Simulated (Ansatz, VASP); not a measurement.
Si: VASP beside Ansatz

```xyz
2
Lattice="0.0000 2.7155 2.6612 2.7155 0.0000 2.6612 2.7155 2.7155 0.0000" Properties=species:S:1:pos:R:3 pbc="T T T"
Si    2.7155    2.7155    2.6612
Si    4.0732    4.0732    3.9917
```

Change from the starting cell: zz strain of -2 %.

Alike in both runs: task single point; functional LDA; k mesh 12 × 12 × 12; occupations fermi-dirac, width 0.08 eV; no spin polarisation.

|  | VASP | Ansatz |
| --- | --- | --- |
| version | VASP 6.6.1 | Ansatz 0.2.0 |
| potentials or method | VASP PAW LDA potentials, release 64 (Si), cutoff 520 eV | all-electron LAPW, scalar-relativistic |

```csv
,VASP,Ansatz,Ansatz less VASP
pressure (GPa),0.4,0.3,-0.11
largest component of the traceless stress (GPa),1.23,1.23,+0.002
```

Ansatz ran all-electron here, so the differences hold the error of VASP's frozen core and of both bases.
